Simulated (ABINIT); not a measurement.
# BaTiO3 (Pm-3m) in ABINIT: further runs, part 2 of 3

ABINIT 10.8.3 (patched build).

## (3) Positron lifetime, LDA

run.abi reads:

```
# Datasets
ndtset 2

# Pseudopotentials
pp_dirpath "./"
pseudos "Ba.LDA_PW-JTH.xml, Ti.LDA_PW-JTH.xml, O.LDA_PW-JTH.xml"

# Structure
acell 7.5702428553 7.5702428553 7.5702428553
rprim
     1.0000000000     0.0000000000     0.0000000000
     0.0000000000     1.0000000000     0.0000000000
     0.0000000000     0.0000000000     1.0000000000
ntypat 3
znucl 56 22 8
natom 5
typat 1 2 3 3 3
xred
            1/2            1/2            1/2
            0.0            0.0            0.0
            0.0            0.0            1/2
            0.0            1/2            0.0
            1/2            0.0            0.0

# Plane-wave basis
ecut 19.0
pawecutdg 38.0

# Exchange and correlation
ixc 7

# SCF cycle
nstep 80

# Output
iomode 3
prteig 0
prtebands 0
prtwf 0

# Dataset 1: electrons
kptopt1 1
ngkpt1 5 5 5
nshiftk1 1
shiftk1 0.0 0.0 0.0
nband1 24
occopt1 3
tsmear1 0.05 eV
tolvrs1 1.0e-10
prtden1 1

# Dataset 2: positron in the electrons' density
positron2 1
ixcpositron2 11
getden2 1
kptopt2 0
nkpt2 1
kpt2 0.0 0.0 0.0
nband2 1
occopt2 2
occ2 1.0
posocc2 1.0
toldfe2 1.0e-7
nline2 10
nnsclo2 2
optforces2 0
optstress2 0
prtden2 0
```

Potentials or basis: JTH PAW LDA v2.0.

The run is started by

```sh
$ abinit run.abi > log 2>&1
```

run.abo:

```text
.Version 10.8.3 of ABINIT
 DATASET    1 : space group Pm -3 m (#221); Bravais cP (primitive cubic)
================================================================================
 Values of the parameters that define the memory need for DATASET  1.
     intxc =       0    ionmov =       0      iscf =      17    lmnmax =      18
     lnmax =       6     mgfft =      30  mpssoang =       3    mqgrid =    3001
     natom =       5  nloc_mem =       2    nspden =       1   nspinor =       1
    nsppol =       1      nsym =      48    n1xccc =       1    ntypat =       3
    occopt =       3   xclevel =       1
       mpw =        1728          nfft =       27000          nkpt =          10
 PAW method is used; the additional fine FFT grid is defined by:
   mgfftf=        45    nfftf =     91125
================================================================================
================================================================================

 DATASET    2 : space group Pm -3 m (#221); Bravais cP (primitive cubic)
================================================================================
 Values of the parameters that define the memory need for DATASET  2.
     intxc =       0    ionmov =       0      iscf =      17    lmnmax =      18
     lnmax =       6     mgfft =      30  mpssoang =       3    mqgrid =    3001
     natom =       5  nloc_mem =       2    nspden =       1   nspinor =       1
    nsppol =       1      nsym =      48    n1xccc =       1    ntypat =       3
    occopt =       2   xclevel =       1
       mpw =         872          nfft =       27000          nkpt =           1
 PAW method is used; the additional fine FFT grid is defined by:
   mgfftf=        45    nfftf =     91125
================================================================================
================================================================================

--------------------------------------------------------------------------------
------------- Echo of variables that govern the present computation ------------
--------------------------------------------------------------------------------
 -outvars: echo values of preprocessed input variables --------
            acell      7.5702428553E+00  7.5702428553E+00  7.5702428553E+00 Bohr
              amu      1.37327000E+02  4.78800000E+01  1.59994000E+01
             ecut      1.90000000E+01 Hartree
           getden1          0
           getden2          1
              ixc           7
      ixcpositron1          1
      ixcpositron2         11
           jdtset        1    2
           kptopt1          1
           kptopt2          0
         kptrlatt        5    0    0      0    5    0      0    0    5
          kptrlen1     3.78512143E+01
          kptrlen2     3.00000000E+01
            natom           5
            nband1         24
            nband2          1
           ndtset           2
            ngfft          30      30      30
          ngfftdg          45      45      45
             nkpt1         10
             nkpt2          1
            nline1          4
            nline2         10
           nnsclo1          0
           nnsclo2          2
            nstep          80
             nsym          48
           ntypat           3
           occopt1          3
           occopt2          2
        optforces1          2
        optforces2          0
        optstress1          1
        optstress2          0
        pawecutdg      3.80000000E+01 Hartree
         positron1          0
         positron2          1
           prtden1          1
           prtden2          0
        prtebands           0
           prteig           0
            prtwf           0
[... 400 lines left out ...]
 Positron lifetime with IPM for core elec. (ps)   =  1.35710265E+02
 Annihilation rate                         (ns-1) =  7.39360867E+00
 Annihilation rate with IPM for core elec. (ns-1) =  7.36863934E+00

 Annihilation rate core/valence decomposition:
   Core    contribution to ann.rate          (ns-1) =  1.91238439E-01
   Valence contribution to ann.rate          (ns-1) =  7.20237023E+00
   Core    contribution to ann.rate with IPM (ns-1) =  1.57784217E-01
   Valence contribution to ann.rate with IPM (ns-1) =  7.21085512E+00

 Annihilation rate PAW decomposition:
   Plane-wave contribution to ann.rate          (ns-1) =  7.28447748E+00
   Plane-wave valence contribution to ann.rate  (ns-1) =  7.22276409E+00
   On-site core contribution to ann.rate        (ns-1) =  1.29525043E-01
   On-site valence contribution to ann.rate     (ns-1) = -2.03938624E-02
   Plane-wave contribution to ann.rate with IPM (ns-1) =  7.26404043E+00
   Plane-wave core contrb. to ann.rate with IPM (ns-1) =  3.09498547E-02

      (*) IPM=Independent particle Model

================================================================================

 ----iterations are completed or convergence reached----

 Mean square residual over all n,k,spin=   22.259E-23; max=  22.259E-23
 reduced coordinates (array xred) for    5 atoms
       0.500000000000      0.500000000000      0.500000000000
       0.000000000000      0.000000000000      0.000000000000
       0.000000000000      0.000000000000      0.500000000000
       0.000000000000      0.500000000000      0.000000000000
       0.500000000000      0.000000000000      0.000000000000
 rms dE/dt=  0.0000E+00; max dE/dt=  0.0000E+00; dE/dt below (all hartree)
    1       0.000000000000      0.000000000000      0.000000000000
    2       0.000000000000      0.000000000000      0.000000000000
    3       0.000000000000      0.000000000000      0.000000000000
    4       0.000000000000      0.000000000000      0.000000000000
    5       0.000000000000      0.000000000000      0.000000000000

 cartesian coordinates (angstrom) at end:
    1      2.00299999865415     2.00299999865415     2.00299999865415
    2      0.00000000000000     0.00000000000000     0.00000000000000
    3      0.00000000000000     0.00000000000000     2.00299999865415
    4      0.00000000000000     2.00299999865415     0.00000000000000
    5      2.00299999865415     0.00000000000000     0.00000000000000
 length scales=  7.570242855300  7.570242855300  7.570242855300 bohr
              =  4.005999997308  4.005999997308  4.005999997308 angstroms
 Fermi (or HOMO) energy (hartree) =  -0.40478   Average Vxc (hartree)=  -0.35444
 Eigenvalues (hartree) for nkpt=   1  k points:
 kpt#   1, nband=  1, wtk=  1.00000, kpt=  0.0000  0.0000  0.0000 (reduced coord)
  -0.40478

--- !EnergyTerms
iteration_state     : {dtset: 2, }
comment             : Components of total free energy in Hartree
kinetic             :  9.26202982608797E-02
local_psp           : -5.08267169682368E-01
PAW spherical_terms :  1.65555308589838E-02
positronic          : -3.99091340562501E-01
electronic          : -1.33506506009105E+02
electron_positron_interaction: -5.69852387844160E-03
total_energy        : -1.33911295873546E+02
total_energy_eV     : -3.64391199471490E+03
...

--- !EnergyTermsDC
iteration_state     : {dtset: 2, }
comment             : '"Double-counting" decomposition of free energy'
band_energy         : -4.04777678415874E-01
PAW spherical_terms :  0.00000000000000E+00
electron_positron_dc:  5.69852385533006E-03
positronic          : -3.99079154560548E-01
electronic          : -1.33506506009105E+02
electron_positron_interaction: -5.69852387844160E-03
total_energy_dc     : -1.33911283687544E+02
total_energy_dc_eV  : -3.64391166311690E+03
...

== END DATASET(S) ==============================================================
================================================================================

 -outvars: echo values of variables after computation  --------
            acell      7.5702428553E+00  7.5702428553E+00  7.5702428553E+00 Bohr
           etotal1    -1.3350650601E+02
           etotal2    -1.3391128369E+02
            fcart1    -0.0000000000E+00 -0.0000000000E+00 -0.0000000000E+00
                      -0.0000000000E+00 -0.0000000000E+00 -0.0000000000E+00
                      -0.0000000000E+00 -0.0000000000E+00 -0.0000000000E+00
                      -0.0000000000E+00 -0.0000000000E+00 -0.0000000000E+00
                      -0.0000000000E+00 -0.0000000000E+00 -0.0000000000E+00
            fcart2     9.9999999999E+99  9.9999999999E+99  9.9999999999E+99
                       9.9999999999E+99  9.9999999999E+99  9.9999999999E+99
                       9.9999999999E+99  9.9999999999E+99  9.9999999999E+99
                       9.9999999999E+99  9.9999999999E+99  9.9999999999E+99
                       9.9999999999E+99  9.9999999999E+99  9.9999999999E+99
           strten1     2.9027066849E-04  2.9027066849E-04  2.9027066849E-04
                       0.0000000000E+00  0.0000000000E+00  0.0000000000E+00
           strten2     9.9999999999E+99  9.9999999999E+99  9.9999999999E+99
                       9.9999999999E+99  9.9999999999E+99  9.9999999999E+99
           xangst      2.0029999987E+00  2.0029999987E+00  2.0029999987E+00
                       0.0000000000E+00  0.0000000000E+00  0.0000000000E+00
                       0.0000000000E+00  0.0000000000E+00  2.0029999987E+00
                       0.0000000000E+00  2.0029999987E+00  0.0000000000E+00
                       2.0029999987E+00  0.0000000000E+00  0.0000000000E+00
             xred      5.0000000000E-01  5.0000000000E-01  5.0000000000E-01
                       0.0000000000E+00  0.0000000000E+00  0.0000000000E+00
                       0.0000000000E+00  0.0000000000E+00  5.0000000000E-01
                       0.0000000000E+00  5.0000000000E-01  0.0000000000E+00
                       5.0000000000E-01  0.0000000000E+00  0.0000000000E+00
 Calculation completed.
```

Wall time 16 s (1 thread of Intel Xeon 6975P-C (Granite Rapids), shared host); peak memory 0.09 GiB.

What came out:

```
Free energy                                               : -3632.8971 eV
Pressure                                                  : -8.5 GPa
Band gap on the k mesh                                    : 1.79 eV, indirect (least direct gap 1.81 eV)
Positron lifetime, core in the independent-particle model : 136 ps
Positron lifetime                                         : 135 ps
```

Caveat: this set's barium file shifts pressures by 1.5 GPa and gaps by 0.1 eV against other sets; the PAW basis is incomplete for the positron; spin-orbit coupling is left out, which moves the levels of the heavy elements; an odd mesh through Γ misses points on the zone boundary, where band edges often lie. As with any semilocal functional, this LDA gap is likely too small.

(Part 2 of 3 ends here.)
